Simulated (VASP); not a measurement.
# Sr8Ti8HO23 (a cell with a defect) in VASP: settings compared, part 2 of 2

VASP 6.6.1.

**3. Single point, HSE06, collinear spin, ferromagnetic start**

Contents of POSCAR:

```
Sr8Ti8HO23                              
1.0
    7.8804100000      0.0000000000      0.0000000000
    0.0000000000     -7.8804100000      0.0000000000
    0.0000000000      0.0000000000     -7.8804100000
  Sr              Ti              H               O             
     8     8     1    23
Direct
     0.2499450903981228    0.2473299716231139    0.2475844662782837
     0.2498831113868978    0.2473370301845319    0.7532517112036895
     0.2499605430464250    0.7530351112353973    0.2475635006409293
     0.2498949447139999    0.7530257047287073    0.7532601482453731
     0.7499644808693756    0.2469742949780580    0.2472965525629187
     0.7499164054277597    0.2468913695706775    0.7537933045672496
     0.7499836127768997    0.7534486076560032    0.2472514935273063
     0.7499273411996659    0.7535283489239147    0.7538367350721920
     0.9916416428401880    0.5001936863262639    0.5006468082894314
     0.0016490907847053    0.5002094351638514    0.0006763663263596
     0.0016384750485616    0.0001970885923865    0.5003403875036443
     0.9998218239484666    0.0001977278986689    0.0003571433904388
     0.5080845499662595    0.5002238919445788    0.5004948389638113
     0.4981177396849913    0.5001597255608813    0.0005043252367104
     0.4981184259864614    0.0002343599191781    0.5004927990996352
     0.4999578613185915    0.0001671981347298    0.0004512928355841
     0.2498057312720025    0.4999380805332644    0.5010182974779033
     0.2499888687006036    0.5000179226114866    0.0002781169357674
     0.2499731359823326    0.0001870834883780    0.5000300181390763
     0.2499835759107339    0.0000316519485648    0.0001031810387592
     0.7499506568360013    0.5001728758487112    0.5002688736850941
     0.7499096325720352    0.5000231312256671    0.0004778875916316
     0.7499380527036944    0.0000232499026554    0.5000676623814002
     0.7499500810322572    0.0000284428812625    0.0000683477959255
     0.0075847632046872    0.2528821710035853    0.5001172141616873
     0.9992538567225617    0.2498347289190414    0.0002132604716951
     0.0077947993398354    0.7472666783036016    0.5001256153784607
     0.9992476616788456    0.7501936589728921    0.0002125424745736
     0.4923494764507879    0.2528896653020785    0.5000241112205805
     0.5006409618875876    0.2498724225423751    0.0000624769280787
     0.4921392673633622    0.7472719193743244    0.5000390440253532
     0.5006458991074736    0.7502046819260464    0.0000583258536768
     0.0077838010424160    0.4999953227284373    0.2530593724630095
     0.0075876694637405    0.4999927085922395    0.7475791535526995
     0.9992323879311681    0.0000064480747086    0.2499725315293541
     0.9992570259507318    0.0000098319290050    0.7502965884737164
     0.4921341303379543    0.5000229399561922    0.2530877468562768
     0.4923226518267695    0.5000198233646309    0.7474239670966184
     0.5006566749329628    0.0000497105621843    0.2498931376231538
     0.5006351383520842    0.0000549775677299    0.7502056131019527
```

Contents of INCAR.step1:

```
ALGO = Normal
AMIX = 0.2
AMIX_MAG = 0.8
BMIX = 1E-4
BMIX_MAG = 1E-4
EDIFF = 1E-5
ENCUT = 400
GGA = PE
ICORELEVEL = 1
ISIF = 2
ISMEAR = 0
ISPIN = 2
LASPH = True
LCHARG = False
LMAXMIX = 4
LORBIT = 11
LREAL = Auto
LWAVE = True
MAGMOM = 0 0 0 0 0 0 0 0 0.333333 0 0 0 0.333333 0 0 0 0.333333 0 0 0 0 0 0 0 0 0 0 0 0 0 0 0 0 0 0 0 0 0 0 0
NBANDS = 188
NELM = 150
PREC = Normal
SIGMA = 0.01
```

Contents of INCAR.step2:

```
ALGO = Normal
AMIX = 0.2
AMIX_MAG = 0.8
BMIX = 1E-4
BMIX_MAG = 1E-4
EDIFF = 1E-7
ENCUT = 400
GGA = PE
HFSCREEN = 0.2
ICORELEVEL = 1
ISIF = 2
ISMEAR = 0
ISPIN = 2
ISTART = 1
LASPH = True
LCHARG = False
LHFCALC = True
LMAXMIX = 4
LORBIT = 11
LREAL = Auto
LWAVE = False
MAGMOM = 0 0 0 0 0 0 0 0 0.333333 0 0 0 0.333333 0 0 0 0.333333 0 0 0 0 0 0 0 0 0 0 0 0 0 0 0 0 0 0 0 0 0 0 0
NBANDS = 188
NELM = 150
PREC = Normal
PRECFOCK = Fast
SIGMA = 0.01
```

Contents of KPOINTS:

```
k-points
0
Gamma
  1 1 1
```

Potentials or basis: VASP PAW PBE potentials, release 64 (Sr_sv, Ti_sv, H, O).

Command:

```console
cat potpaw_PBE.64/Sr_sv/POTCAR potpaw_PBE.64/Ti_sv/POTCAR potpaw_PBE.64/H/POTCAR potpaw_PBE.64/O/POTCAR > POTCAR
cp INCAR.step1 INCAR
mpirun -np 8 vasp_gam > vasp.out
cp INCAR.step2 INCAR
mpirun -np 8 vasp_gam > vasp.out
```

Run time: 22 min. Hardware: 8 MPI ranks of Intel Xeon 6975P-C (Granite Rapids), shared host; peak memory 0.36 GiB.

The run converged. Its results:

```yaml
Free_energy: -379.7732 eV
Largest_force: 1.100 eV/Å
Band_gap_on_the_k_mesh: 0.47 eV, direct
Net_moment: 1.00 μB per cell
Site_moments: Sr +0.00; Ti +0.17, +0.21, +0.20, +0.05, +0.07, +0.06; H -0.00; O -0.01, -0.00, -0.02 μB
Valence_electrons_inside_the_program's_atomic_spheres: Sr 7.99, 8.00; Ti 10.18, 10.09, 10.12, 10.15, 10.06; H 0.55; O 5.14, 5.13, 5.12
```

Forces on the atoms (eV/Å):
```
Sr  -0.209  0.119  0.117
Sr  -0.208  0.115 -0.120
Sr  -0.208 -0.118  0.114
Sr  -0.207 -0.114 -0.118
Sr   0.203  0.179  0.179
Sr   0.204  0.174 -0.179
Sr   0.203 -0.181  0.178
Sr   0.204 -0.175 -0.177
Ti  -0.863 -0.006 -0.004
Ti  -0.264 -0.018 -0.018
Ti  -0.264 -0.009 -0.034
Ti   0.074 -0.023 -0.041
Ti   1.100 -0.009 -0.028
Ti   0.202 -0.023 -0.042
Ti   0.200 -0.020 -0.056
Ti  -0.096 -0.027 -0.077
H    0.096 -0.003  0.013
O    0.458  0.007  0.013
O    0.460  0.005  0.013
O    0.410  0.008  0.016
O   -0.339 -0.003 -0.003
O   -0.413  0.006  0.011
O   -0.414  0.006  0.013
O   -0.403  0.008  0.017
O    0.392 -0.242  0.000
O   -0.093 -0.143  0.004
O    0.392  0.255  0.000
O   -0.093  0.162  0.004
O   -0.377 -0.240  0.008
O    0.095 -0.157  0.014
O   -0.376  0.262  0.009
O    0.095  0.180  0.014
O    0.393  0.003 -0.242
O    0.390  0.003  0.269
O   -0.093  0.001 -0.136
O   -0.092  0.001  0.164
O   -0.378  0.002 -0.228
O   -0.375  0.003  0.270
O    0.096  0.006 -0.135
O    0.095  0.006  0.199
```

Levels at points of the mesh, in eV from the valence-band top:
Spin up:
```csv
k point,band 156,band 157,band 158,band 159,band 160,band 161
"(0.00, 0.00, 0.00)",-2.41,-2.24,0.00,0.47,0.77,0.77
```
Spin down:
```csv
k point,band 155,band 156,band 157,band 158,band 159,band 160
"(0.00, 0.00, 0.00)",-2.43,-2.43,-2.35,0.77,0.85,0.85
```

Core levels (eV, on the scale of the bands):
```
atom                                                                levels
1 Sr  1s -15923.6, 2s -2146.1, 2p -1905.5, 3s -322.0, 3p -244.4, 3d -116.3
2 Sr  1s -15923.6, 2s -2146.1, 2p -1905.5, 3s -322.0, 3p -244.4, 3d -116.3
3 Sr  1s -15923.6, 2s -2146.1, 2p -1905.5, 3s -322.0, 3p -244.4, 3d -116.3
4 Sr  1s -15923.6, 2s -2146.1, 2p -1905.5, 3s -322.0, 3p -244.4, 3d -116.3
5 Sr  1s -15923.7, 2s -2146.2, 2p -1905.6, 3s -322.2, 3p -244.5, 3d -116.4
6 Sr  1s -15923.7, 2s -2146.2, 2p -1905.6, 3s -322.2, 3p -244.5, 3d -116.4
```

Caveat: the PAW data sets were made with another functional, which shifts forces and pressure a little.
